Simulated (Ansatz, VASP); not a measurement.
## BiTe: VASP beside Ansatz

```
Bi Te
1.0
     2.42271    1.39875    3.31729
    -2.42271    1.39875    3.31729
     0.00000   -2.79750    3.31729
Bi Te
1 1
Direct
  0.47119 0.50000 0.50000
  0.00000 0.00000 0.00000
```

Change from the starting cell: all Bi atoms moved +0.125 Å, as atom 1 towards its neighbour atom 1 (Bi) at 4.339 Å.

Alike in both runs: task single point; functional PBE; k mesh 12 × 12 × 12; occupations gaussian, width 0.15 eV; no spin polarisation.

|  | VASP | Ansatz |
| --- | --- | --- |
| version | VASP 6.6.1 | Ansatz 0.2.0 |
| potentials or method | VASP PAW PBE potentials, release 64 (Bi_d, Te) | scalar-relativistic, plane waves, PAW |
| plane-wave cutoff (eV) | 520 | 420 |
| valence electrons in the cell | 21 | 31 |

|  | VASP | Ansatz | Ansatz less VASP |
| --- | --- | --- | --- |
| gap on the k mesh at the Fermi level (eV) | none | none | - |
| pressure (GPa) | 0.1 | 0.2 | +0.05 |
| largest component of the traceless stress (GPa) | 0.12 | 0.12 | -0.001 |
| rms of the force components (eV/Å) | 0.123 | 0.123 | -0.0009 |

Atom by atom the forces differ by 0.001 eV/Å (rms over components). A gap of «none» marks a metal or a gap that the smearing closes. The two sets of potentials don't hold the same shells in valence.

Caveats: spin-orbit coupling is left out, which moves the levels of the heavy elements.
